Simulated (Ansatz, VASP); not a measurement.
**One calculation of Al2O3, two programs**

INCAR

```
SYSTEM = Al2O3
ALGO     = Normal         ! electronic algorithm
EDIFF    = 1E-7           ! SCF threshold, eV
ENCUT    = 520            ! plane-wave cutoff, eV
GGA      = PE             ! functional
ISIF     = 2              ! what is computed and relaxed
ISMEAR   = 0              ! smearing method
LASPH    = .TRUE.         ! aspherical terms in the spheres
LCHARG   = .FALSE.        ! write CHGCAR
LREAL    = .FALSE.        ! projectors in reciprocal space
LWAVE    = .FALSE.        ! write WAVECAR
NBANDS   = 35             ! bands
NELM     = 100            ! most SCF steps
PREC     = Accurate       ! precision mode
SIGMA    = 0.05           ! smearing width, eV
```

KPOINTS

```
k-points
0
G
  6 6 6
  0 0 0
```

The input POSCAR:

```
Al2O3
1.0
    2.2085726942      1.2751200395      4.3533912565
   -2.2085726942      1.2751200395      4.3533912565
    0.0000000000     -2.5502400790      4.3533912565
Al O
4 6
Direct
    0.8521293568      0.8521293568      0.8521293568
    0.6478706432      0.6478706432      0.6478706432
    0.1478706432      0.1478706432      0.1478706432
    0.3521293568      0.3521293568      0.3521293568
    0.0561574040      0.4438425960      0.7500000000
    0.7500000000      0.0561574040      0.4438425960
    0.4438425960      0.7500000000      0.0561574040
    0.9438425960      0.5561574040      0.2500000000
    0.2500000000      0.9438425960      0.5561574040
    0.5561574040      0.2500000000      0.9438425960
```

Input for Ansatz:

```yaml
crystal:
  lattice:
    - [2.2085726942, 1.2751200395, 4.3533912565]
    - [-2.2085726942, 1.2751200395, 4.3533912565]
    - [0.0, -2.550240079, 4.3533912565]
  atoms:
    - { symbol: Al, position: [0.8521293568, 0.8521293568, 0.8521293568] }
    - { symbol: Al, position: [0.6478706432, 0.6478706432, 0.6478706432] }
    - { symbol: Al, position: [0.1478706432, 0.1478706432, 0.1478706432] }
    - { symbol: Al, position: [0.3521293568, 0.3521293568, 0.3521293568] }
    - { symbol: O, position: [0.056157404, 0.443842596, 0.75] }
    - { symbol: O, position: [0.75, 0.056157404, 0.443842596] }
    - { symbol: O, position: [0.443842596, 0.75, 0.056157404] }
    - { symbol: O, position: [0.943842596, 0.556157404, 0.25] }
    - { symbol: O, position: [0.25, 0.943842596, 0.556157404] }
    - { symbol: O, position: [0.556157404, 0.25, 0.943842596] }
basis:
  ecutwfc: 520.0
kpoints:
  mp_grid: { grid: [6, 6, 6] }
hamiltonian:
  xc: pbe
  pseudopotentials: { kind: paw, azcp: { folder: soft_1 } }
scf:
  occupations: { method: gaussian, width: 0.05 }
output:
  forces: true
  stress: true
  eigenvalues: true
```

Alike in both runs: task single point; functional PBE; k mesh 6 × 6 × 6; occupations gaussian, width 0.05 eV; no spin polarisation.

|  | VASP | Ansatz |
| --- | --- | --- |
| version | VASP 6.6.1 | Ansatz 0.2.0 |
| potentials or method | VASP PAW PBE potentials, release 64 (Al, O) | scalar-relativistic, plane waves, PAW |
| plane-wave cutoff (eV) | 520 | 520 |
| valence electrons in the cell | 48 | 48 |

|  | VASP | Ansatz | Ansatz less VASP |
| --- | --- | --- | --- |
| gap on the k mesh at the Fermi level (eV) | 7.82 | 7.81 | -0.012 |
| least direct gap on the mesh (eV) | 7.82 | 7.81 | -0.012 |
| rms of the force components (eV/Å) | 0.373 | 0.375 | +0.0025 |

Atom by atom the forces differ by 0.004 eV/Å (rms over components). With one functional, cell and mesh, what is left measures potentials, basis and numerics.
